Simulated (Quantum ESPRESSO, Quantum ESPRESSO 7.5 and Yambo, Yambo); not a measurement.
**SiC (F-43m): G0W0 on several meshes in Yambo**

Wanted: mesh dependence and cost of G0W0 for SiC (F-43m).

Program: Quantum ESPRESSO 7.5 and Yambo 5.3.0. Level of theory: PBE and many-body steps on it, plane waves. Results are calculated unless marked as measured.

## Step 1: Set-up

Symmetry: F-43m, No. 216, cubic system. The conventional cell has a = 4.358 Å, b = 4.358 Å, c = 4.358 Å, α = 90.00°, β = 90.00°, γ = 90.00°. Nearest to Si lie 4 C at 1.89 Å. C has 4 Si at 1.89 Å nearest. Farther neighbours are not listed.

The cell and positions come from the Crystallography Open Database and are kept as given unless a step says otherwise.

## Step 2: Empty states on the mesh, 8×8×8 mesh, 248 bands

This step: Quantum ESPRESSO 7.5; DFT, PBE, plane waves, norm-conserving pseudopotentials.

The sums over transitions need many empty states on a uniform mesh; this step solves for them.

pw.in reads:

```
&control
  calculation = 'nscf'
  prefix = 'x'
  outdir = 'o'
  pseudo_dir = 'pseudo'
/
&system
  ibrav = 0
  nat = 2
  ntyp = 2
  ecutwfc = 74.0
  nbnd = 248
  force_symmorphic = .true.
/
&electrons
  conv_thr = 1e-9
  electron_maxstep = 80
  diago_full_acc = .true.
  diago_thr_init = 5e-6
/
ATOMIC_SPECIES
  Si 28.085 Si.upf
  C 12.011 C.upf
CELL_PARAMETERS angstrom
  -0.0000000000 2.1790000000 2.1790000000
  2.1790000000 -0.0000000000 2.1790000000
  2.1790000000 2.1790000000 -0.0000000000
ATOMIC_POSITIONS crystal
  Si 0.0000000000 0.0000000000 0.0000000000
  C 0.2500000000 0.2500000000 0.2500000000
K_POINTS automatic
  8 8 8 0 0 0
```

Started as:

```
> OMP_NUM_THREADS=1 mpirun -n 8 pw.x -nk 4 -in pw.in > pw.out
```

Log:

```text
Program PWSCF v.7.5 starts

     This program is part of the open-source Quantum ESPRESSO suite
     for quantum simulation of materials; please cite
         "P. Giannozzi et al., J. Phys.:Condens. Matter 21 395502 (2009);
         "P. Giannozzi et al., J. Phys.:Condens. Matter 29 465901 (2017);
         "P. Giannozzi et al., J. Chem. Phys. 152 154105 (2020);
     in publications or presentations arising from this work. More details at

     Atomic positions and unit cell read from directory:
     o/x.save/

     Message from routine setup:
[...]
k = 0.1768 0.1768-0.1768 (  1489 PWs)   bands (ev):

[...]
[... 19 further rows ...]
   279.1565 279.9506 280.0456 280.4693 280.4693 280.6495 282.6002 285.7851
   285.7851 288.4193 289.4049 289.4049 290.3079 290.3079 290.5114 291.0392

          k = 0.2652 0.2652-0.2652 (  1498 PWs)   bands (ev):

     [... further k-points ...]

     highest occupied, lowest unoccupied level (ev):     9.4961   10.8574

     XML data file, pseudopotentials, collected wavefunctions

=------------------------------------------------------------------------------=
   JOB DONE.
=------------------------------------------------------------------------------=
```

Elapsed: 26 s, on 8 MPI ranks of Arm Neoverse V1, shared host; peak memory 0.53 GiB; 3.5 min of CPU time.

Numbers from this step:

| Item | Value |
| --- | --- |
| gap | 1.361 eV |
| k of the valence top | 0, 0, 0 |
| k of the conduction bottom | 0, -0.5, -0.5 |
| least direct gap | 4.553 eV |
| k points computed | 29 |
| lowest point of the top converged band, above the valence top | 271.4251 eV |

On this mesh the gap is 1.361 eV.

The density comes from a self-consistent run that is not shown.

## Step 3: Conversion and set-up

This step: Yambo 5.3.0; conversion and set-up on PBE, plane waves, norm-conserving pseudopotentials.

The states are converted to the many-body program's format and the q mesh is built.

Started as:

```
> (cd o/x.save; p2y > p2y.log; mv SAVE ../..); yambo > setup.log
```

Log:

```text
 Yambo, version 5.3.0

 [02] CORE Variables Setup
 =========================

  [02.01] Unit cells
  ==================

  Cell kind             :  FCC
  Atoms in the cell     :  Si  C
  number of Si atoms    :  1
  number of C  atoms    :  1

  List of atomic masses
  Mass of Si    :  28.08500
  Mass of C     :  12.01100

  List of atomic coordinates    : [cc]
  Si1       :  0.000000  0.000000  0.000000  order 1
  C1       :  2.058857  2.058857  2.058857  order 2

  Alat factors          :  4.117713  4.117713  4.117713 [a.u.]
  Direct lattice volume :  139.6363 [a.u.]
[...]
Q [ 1]         [rlu]:  0.000000  0.000000  0.000000
 Q [ 2]         [rlu]: -0.43259E-17 -0.43259E-17  0.12500
 Q [ 3]         [rlu]: -0.86518E-17 -0.86518E-17  0.25000
[...]
Q [ 8]         [rlu]: -0.86518E-17  0.12500      0.37500
 Q [ 9]         [rlu]:  0.47861E-16  0.12500      0.50000
 Q [10]         [rlu]: -0.19076E-16  0.12500     -0.37500
     [... 17 further rows ...]
 Q [28]         [rlu]:  0.125000 -0.500000 -0.375000
 Q [29]         [rlu]:  0.250000 -0.500000 -0.250000

  [03.01] X indexes
  =================

   [03.01.01] Sigma indexes
   ========================

 [06] Game Over & Game summary
```

Wall time 2.5 s (1 MPI rank); peak memory 0.24 GiB.

## Step 4: 8×8×8

Now the one-shot GW correction: screening in the RPA, then the self-energy of the levels asked for.

This step: G0W0 on PBE, plane waves, norm-conserving pseudopotentials.

gw2.in reads:

```
HF_and_locXC
gw0
dyson
ppa
em1d
rim_cut
RandQpts= 1000000
RandGvec= 1 RL
EXXRLvcs= 74 Ry
VXCRLvcs= 296 Ry
Chimod= "HARTREE"
% BndsRnXp
 1 | 103 |
%
NGsBlkXp= 17 Ry
% LongDrXp
 1 | 1 | 1 |
%
% GbndRnge
 1 | 103 |
%
DysSolver= "n"
ExtendOut
PPAPntXp= 27.21138 eV
% QPkrange
 1 | 1 | 3 | 6 |
 21 | 21 | 3 | 6 |
%
```

Started as:

```
> OMP_NUM_THREADS=1 mpirun -n 8 yambo -F gw2.in -J gw2 -C gw2 > gw2.log
```

Log:

```text
 Yambo, version 5.3.0

 [02] CORE Variables Setup
 =========================

  [... cell, symmetries and grids as in the set-up ...]

  [02.05] Energies & Occupations
  ==============================

  [X] === General ===
  [X] Electronic Temperature                        :  0.000000  0.000000 [eV K]
  [X] Bosonic    Temperature                        :  0.000000  0.000000 [eV K]
  [X] Finite Temperature mode                       : no
  [X] El. density                                   :  0.38662E+24 [cm-3]
  [X] Fermi Level                                   :  9.496070 [eV]

  [X] === Gaps and Widths ===
  [X] Conduction Band Min                           :  1.361356 [eV]
  [X] Valence Band Max                              :  0.000000 [eV]
  [X] Filled Bands                                  :   4
  [X] Empty Bands                                   :    5  248
  [X] Direct Gap                                    :  4.552961 [eV]
  [X] Direct Gap localized at k                     :  21
  [X] Indirect Gap                                  :  1.361356 [eV]
  [X] Indirect Gap between kpts                     :   1  21
  [X] Last valence band width                       :  4.691455 [eV]
  [X] 1st conduction band width                     :  5.721867 [eV]

 [03] Transferred momenta grid and indexing
 ==========================================

 IBZ Q-points                                      :  29
 BZ  Q-points                                      :   512

 K/Q-points units:
 rlu = crystal or reduced units; cc = cartesian coordinates; iku = interal k-units

 Q [ 1]         [rlu]:  0.000000  0.000000  0.000000
 Q [ 2]         [rlu]: -0.43259E-17 -0.43259E-17  0.12500
 Q [ 3]         [rlu]: -0.86518E-17 -0.86518E-17  0.25000
 Q [ 4]         [rlu]:  0.15249E-16 -0.12507E-16  0.37500
 Q [ 5]         [rlu]:  0.17304E-16  0.17304E-16 -0.50000
 Q [ 6]         [rlu]:  0.11797E-17  0.12500      0.12500
 Q [ 7]         [rlu]:  0.47690E-17  0.12500      0.25000
 Q [ 8]         [rlu]: -0.86518E-17  0.12500      0.37500
 Q [ 9]         [rlu]:  0.47861E-16  0.12500      0.50000
 Q [10]         [rlu]: -0.19076E-16  0.12500     -0.37500
     [... 17 further rows ...]
 Q [28]         [rlu]:  0.125000 -0.500000 -0.375000
 Q [29]         [rlu]:  0.250000 -0.500000 -0.250000

 [04] Coloumb potential Random Integration (RIM)
 ===============================================

  [04.01] RIM initialization
  ==========================

  * Diagonal components only detected *

  8 x (sBL volume)        :  0.027756 [a.u.]
  sBZ random points       :  1000000
  Points outside the sBZ  :   7996195
  RL volume               :  1.776402 [a.u.]
  Integrated volume       :  1.777248 [a.u.]

  [04.02] RIM integrals
  =====================

  Gamma point sphere radius             :  0.054921 [a.u.]
  Points outside the sphere             :   799659
  [Int_sBZ(q=0) 1/q^2]*(Vol_sBZ)^(-1/3) =:  7.764404
                                 should be <:  7.795600

  Summary of Coulomb integrals for non-metallic bands |Q|[au] RIM/Bare

  Q [1] 0.100000E-4 0.995998 * Q [2] 0.165183 1.065683
  Q [6] 0.190736 1.063731 * Q [12] 0.269742 1.025994
  Q [7] 0.316301 1.019604 * Q [3] 0.330365 1.017314
  Q [13] 0.381473 1.013697 * Q [11] 0.415701 1.010763
  Q [22] 0.426500 1.010819 * Q [8] 0.467207 1.008998
  Q [14] 0.495548 1.008132 * Q [4] 0.495548 1.008039
[...]
Q [27] 0.687710 1.004193 * Q [24] 0.713671 1.003899
  Q [26] 0.732537 1.003974 * Q [21] 0.762946 1.003552
  Q [28] 0.786427 1.003415 * Q [20] 0.809226 1.003109
  Q [29] 0.853000 1.003005

 [05] Dipoles
 ============

  [05.01] Setup: observables and procedures
  =========================================

 [06] Dynamic Dielectric Matrix (PPA)
 ====================================

 [SLK-Inversion]  Pools        :  2
 [SLK-Inversion]  BLACS grid   :  2  2

 [WR./gw2//ndb.pp]---------------------------------------------------------------
  Brillouin Zone Q/K grids (IBZ/BZ)                :    29   512    29   512
  RL vectors                                       :  2085 [WF]
  Coulomb cutoff potential                         : none
  Electronic Temperature                           :  0.000000 [K]
  Bosonic    Temperature                           :  0.000000 [K]
  PPA    diel. fun.  energies                      : Perdew, Burke & Ernzerhof(X)+Perdew, Burke & Ernzerhof(C)
  wavefunctions                                    : Perdew, Burke & Ernzerhof(X)+Perdew, Burke & Ernzerhof(C)
  Global Gauge                                     : length
  X matrix size                                    :  181
  X band range                                     :    1  103
  X e/h energy range                               : -1.000000 -1.000000 [eV]
  X Time ordering                                  : R
  X Hxc Kernel                                     : HARTREE
  X Drude frequency                                :  0.000000  0.000000
  X poles                                          :  100.0000 [o/o]
  RL vectors in the sum                            :  2085
  [r,Vnl] included                                 : yes
  Field direction                                  :  0.577350E-5  0.577350E-5  0.577350E-5
  BZ energy Double Grid                            : no
  BZ energy DbGd points                            : 0
  BZ Q point size factor                           : -1.000000
  X Optical Averaged directions                    : none

 [07] Local Exchange-Correlation + Non-Local Fock
 ================================================

 [VXC] Plane waves :  12039
 [EXS] Plane waves :  1471

 QP @ state[ 1 ] K range:  1  1
 QP @ state[ 1 ] b range:   3   6
 QP @ state[ 2 ] K range:  21  21
 QP @ state[ 2 ] b range:   3   6

 [xc] Functional : Perdew, Burke & Ernzerhof(X)+Perdew, Burke & Ernzerhof(C)
 [xc] LIBXC used to calculate xc functional
  PP Number of Atomic Species                      :  2
  NLCC RL compoments                               :  12039
  PP Number of Atomic Species                      :  2
  NLCC RL compoments                               :  12039

 [xc] E_xc :  -3.046599 [Ha]
      E_xc :  -6.093199 [Ry]

  Local XC kind (lXC) : Perdew, Burke & Ernzerhof(X)+Perdew, Burke & Ernzerhof(C)
  Non-Local XC kind (nlXC) : Hartree-Fock

  Corrections @ K [1] :  [eV]
 <3|nlXC|3> = -17.48595  0.85885E-17 <3|lXC|3> = -14.92695  0.18882E-15
 <4|nlXC|4> = -17.48597  0.13922E-16 <4|lXC|4> = -14.92695  0.37763E-15
 <5|nlXC|5> = -7.612551 -0.79489E-18 <5|lXC|5> = -13.21444  0.37763E-15
 <6|nlXC|6> = -5.874987  0.24007E-17 <6|lXC|6> = -11.32898 -0.70808E-16

  Corrections @ K [21] :  [eV]
 <3|nlXC|3> = -17.35722  0.21913E-16 <3|lXC|3> = -13.56626 -0.94408E-16
 <4|nlXC|4> = -17.35722  0.14438E-16 <4|lXC|4> = -13.56626 -0.14161E-15
 <5|nlXC|5> = -6.473980  0.11082E-17 <5|lXC|5> = -10.50968 -0.17689E-16
 <6|nlXC|6> = -6.026423 -0.19547E-17 <6|lXC|6> = -10.77241 -0.16521E-15

 [08] Dyson equation: Newton solver
 ==================================

  [08.01] G0W0 (W PPA)
  ====================

  [  GW  ] Bands range     :    1  103
  [GW/PPA] G damping       :  0.100000 [eV]

  QP @ state[ 1 ] K range:  1  1
  QP @ state[ 1 ] b range:   3   6
  QP @ state[ 2 ] K range:  21  21
  QP @ state[ 2 ] b range:   3   6

   Sc/G bands                                       :    1  103
   Sc/G damping                                     :  0.100000 ev
   Sc bands terminator                              : no
   Sx RL components                                 :  1471

   QP @ state[ 1 ] K range                          :  1  1
   QP @ state[ 1 ] b range                          :   3   6
   QP @ state[ 2 ] K range                          :  21  21
   QP @ state[ 2 ] b range                          :   3   6
   GF energies kind                                 : Perdew, Burke & Ernzerhof(X)+Perdew, Burke & Ernzerhof(C)
   GF WF`s kind                                     : Perdew, Burke & Ernzerhof(X)+Perdew, Burke & Ernzerhof(C)
   Xs energies kind                                 : Perdew, Burke & Ernzerhof(X)+Perdew, Burke & Ernzerhof(C)
   Xs WF`s kind                                     : Perdew, Burke & Ernzerhof(X)+Perdew, Burke & Ernzerhof(C)

 [11] Game Over & Game summary
```

It took 3.9 min on 8 MPI ranks; peak memory 3.1 GiB.

This step gave:

```yaml
g0w0_gap_on_the_points_computed: 2.106 eV
starting_gap_on_the_mesh: 1.361 eV
k_of_the_valence_top: 0, 0, 0
k_of_the_conduction_bottom: 0, -0.5, -0.5
least_direct_g0w0_gap_on_the_computed_points: 5.605 eV
z_at_the_valence_top: 0.7959
z_at_the_conduction_bottom: 0.8230
```

The gap on the mesh goes from 1.36 eV to 2.11 eV, a correction of +0.74 eV.

## Step 5: Empty states on the mesh, 6×6×6 mesh, 103 bands

This step: Quantum ESPRESSO 7.5; DFT, PBE, plane waves, norm-conserving pseudopotentials.

Changes to pw.in since step 2:

```diff
@@ -11,3 +11,3 @@
   ecutwfc = 74.0
-  nbnd = 248
+  nbnd = 103
   force_symmorphic = .true.
@@ -31,2 +31,2 @@
 K_POINTS automatic
-  8 8 8 0 0 0
+  6 6 6 0 0 0
```

Started as:

```
> OMP_NUM_THREADS=1 mpirun -n 8 pw.x -nk 4 -in pw.in > pw.out
```

Log:

```text
[banner, memory and clock lines left out]
Program PWSCF v.7.5 starts

     Atomic positions and unit cell read from directory:
     o/x.save/

     Message from routine setup:
     using ibrav=0 with symmetry is DISCOURAGED, use correct ibrav instead

     bravais-lattice index     =            0
     lattice parameter (alat)  =       5.8233  a.u.
     unit-cell volume          =     139.6363 (a.u.)^3
     number of atoms/cell      =            2
     number of atomic types    =            2
     number of electrons       =         8.00
[...]
k = 0.1179 0.1179-0.1179 (  1489 PWs)   bands (ev):

[...]
151.1884 153.9267 153.9267 154.7749 155.8235 158.3371 158.3371

          k = 0.2357 0.2357-0.2357 (  1501 PWs)   bands (ev):

[...]
139.6487 139.6487 141.7189 141.7189 142.1529 143.0279 143.0279 145.2284
   145.2306 145.2306 145.3234 147.8941 147.8941 150.0185 150.1957 150.1957
   152.1817 152.5634 154.9182 154.9182 157.5602 160.8799 160.8799

          k =-0.3536-0.3536 0.3536 (  1502 PWs)   bands (ev):

     [... further k-points ...]

     highest occupied, lowest unoccupied level (ev):     9.4961   10.8574

     XML data file, pseudopotentials, collected wavefunctions
```

Elapsed: 3.2 s, on 8 MPI ranks; peak memory 0.36 GiB.

This step gave:

```yaml
gap: 1.361 eV
k_of_the_valence_top: 0, 0, 0
k_of_the_conduction_bottom: 0, -0.5, -0.5
least_direct_gap: 4.553 eV
k_points_computed: 16
lowest_point_of_the_top_converged_band_above_the_valence_top: 143.8984 eV
```

On this mesh the gap is 1.361 eV.

## Step 6: Conversion and set-up

This step: Yambo 5.3.0; conversion and set-up on PBE, plane waves, norm-conserving pseudopotentials.

Started as:

```
> (cd o/x.save; p2y > p2y.log; mv SAVE ../..); yambo > setup.log
```

Log:

```text
 Yambo, version 5.3.0

 [02] CORE Variables Setup
 =========================

  [02.01] Unit cells
  ==================

  Cell kind             :  FCC
  Atoms in the cell     :  Si  C
  number of Si atoms    :  1
  number of C  atoms    :  1

  List of atomic masses
  Mass of Si    :  28.08500
  Mass of C     :  12.01100

  List of atomic coordinates    : [cc]
  Si1       :  0.000000  0.000000  0.000000  order 1
  C1       :  2.058857  2.058857  2.058857  order 2

  Alat factors          :  4.117713  4.117713  4.117713 [a.u.]
  Direct lattice volume :  139.6363 [a.u.]
[...]
Q [ 1]         [rlu]:  0.000000  0.000000  0.000000
 Q [ 2]         [rlu]:  0.16734E-16  0.16734E-16  0.16667
 Q [ 3]         [rlu]:  0.33468E-16  0.33468E-16  0.33333
[...]
Q [ 8]         [rlu]: -0.19076E-16  0.16667     -0.33333
 Q [ 9]         [rlu]: -0.57120E-17  0.16667     -0.16667
 Q [10]         [rlu]:  0.31459E-17  0.33333      0.33333
     [... 4 further rows ...]
 Q [15]         [rlu]:  0.166667  0.333333 -0.333333
 Q [16]         [rlu]:  0.166667 -0.500000 -0.333333

  [03.01] X indexes
  =================

   [03.01.01] Sigma indexes
   ========================

 [06] Game Over & Game summary
```

Run time: 2.2 s. Hardware: 1 MPI rank; peak memory 0.23 GiB.

## Step 7: 6×6×6

This step: G0W0 on PBE, plane waves, norm-conserving pseudopotentials.

gw11.in, as its differences from gw2.in of step 4:

```diff
@@ -26,3 +26,3 @@
  1 | 1 | 3 | 6 |
- 21 | 21 | 3 | 6 |
+ 13 | 13 | 3 | 6 |
 %
```

Started as:

```
> OMP_NUM_THREADS=1 mpirun -n 8 yambo -F gw11.in -J gw11 -C gw11 > gw11.log
```

Log:

```text
 Yambo, version 5.3.0

 [02] CORE Variables Setup
 =========================

  [... cell, symmetries and grids as in the set-up ...]

  [02.05] Energies & Occupations
  ==============================

  [X] === General ===
  [X] Electronic Temperature                        :  0.000000  0.000000 [eV K]
  [X] Bosonic    Temperature                        :  0.000000  0.000000 [eV K]
  [X] Finite Temperature mode                       : no
  [X] El. density                                   :  0.38662E+24 [cm-3]
  [X] Fermi Level                                   :  9.496070 [eV]

  [X] === Gaps and Widths ===
  [X] Conduction Band Min                           :  1.361356 [eV]
  [X] Valence Band Max                              :  0.000000 [eV]
  [X] Filled Bands                                  :   4
  [X] Empty Bands                                   :    5  103
  [X] Direct Gap                                    :  4.552961 [eV]
  [X] Direct Gap localized at k                     :  13
  [X] Indirect Gap                                  :  1.361356 [eV]
  [X] Indirect Gap between kpts                     :   1  13
  [X] Last valence band width                       :  4.386317 [eV]
  [X] 1st conduction band width                     :  5.670360 [eV]

 [03] Transferred momenta grid and indexing
 ==========================================

 IBZ Q-points                                      :  16
 BZ  Q-points                                      :  216

 K/Q-points units:
 rlu = crystal or reduced units; cc = cartesian coordinates; iku = interal k-units

 Q [ 1]         [rlu]:  0.000000  0.000000  0.000000
 Q [ 2]         [rlu]:  0.16734E-16  0.16734E-16  0.16667
 Q [ 3]         [rlu]:  0.33468E-16  0.33468E-16  0.33333
[...]
NLCC RL compoments                               :  12039
  PP Number of Atomic Species                      :  2
  NLCC RL compoments                               :  12039

 [xc] E_xc :  -3.047449 [Ha]
      E_xc :  -6.094897 [Ry]

  Local XC kind (lXC) : Perdew, Burke & Ernzerhof(X)+Perdew, Burke & Ernzerhof(C)
  Non-Local XC kind (nlXC) : Hartree-Fock

  Corrections @ K [1] :  [eV]
 <3|nlXC|3> = -17.50624  0.75756E-17 <3|lXC|3> = -14.92963 -0.37763E-15
 <4|nlXC|4> = -17.50628  0.99428E-17 <4|lXC|4> = -14.92963  0.37763E-15
 <5|nlXC|5> = -7.586888  0.36898E-17 <5|lXC|5> = -13.21316 -0.18882E-15
[...]
Corrections @ K [13] :  [eV]
[...]
<5|nlXC|5> = -6.435584 -0.16818E-17 <5|lXC|5> = -10.50524  0.41304E-16
 <6|nlXC|6> = -6.009032 -0.15078E-17 <6|lXC|6> = -10.76975 -0.47204E-16

 [08] Dyson equation: Newton solver
 ==================================

  [08.01] G0W0 (W PPA)
  ====================

  [  GW  ] Bands range     :    1  103
  [GW/PPA] G damping       :  0.100000 [eV]

  QP @ state[ 1 ] K range:  1  1
  QP @ state[ 1 ] b range:   3   6
  QP @ state[ 2 ] K range:  13  13
  QP @ state[ 2 ] b range:   3   6

   Sc/G bands                                       :    1  103
   Sc/G damping                                     :  0.100000 ev
   Sc bands terminator                              : no
   Sx RL components                                 :  1471

   QP @ state[ 1 ] K range                          :  1  1
   QP @ state[ 1 ] b range                          :   3   6
   QP @ state[ 2 ] K range                          :  13  13
   QP @ state[ 2 ] b range                          :   3   6
   GF energies kind                                 : Perdew, Burke & Ernzerhof(X)+Perdew, Burke & Ernzerhof(C)
   GF WF`s kind                                     : Perdew, Burke & Ernzerhof(X)+Perdew, Burke & Ernzerhof(C)
   Xs energies kind                                 : Perdew, Burke & Ernzerhof(X)+Perdew, Burke & Ernzerhof(C)
   Xs WF`s kind                                     : Perdew, Burke & Ernzerhof(X)+Perdew, Burke & Ernzerhof(C)

 [11] Game Over & Game summary
```

It took 66 s on 8 MPI ranks; peak memory 2.6 GiB.

Numbers from this step:

- G0W0 gap on the points computed: 2.106 eV
- starting gap on the mesh: 1.361 eV
- k of the valence top: 0, 0, 0
- k of the conduction bottom: 0, -0.5, -0.5
- least direct G0W0 gap on the computed points: 5.608 eV
- Z at the valence top: 0.7960
- Z at the conduction bottom: 0.8229

Against G0W0 in Yambo (8×8×8 mesh, 103 bands, screening to 231.3 eV, Godby-Needs plasmon pole), the gap moves by −0.0001 eV.

(Continued in part 2 of 2.)

[Paths, hosts, dates, memory and timing lines, banners, echoed tables and standing remarks are left out of the program output.]

[Logs are printed without paths, hosts, clocks, repeated set-up lines and the standing remarks that a program may print on its own settings, such as how far it seeks lower states.]

[Runs of the session that timed out or met a known fault of the program may be left out.]

[Hosts, paths, dates, database ids (printed as entryN), source tags and the programs' standing remarks are cut or masked in the printed files.]
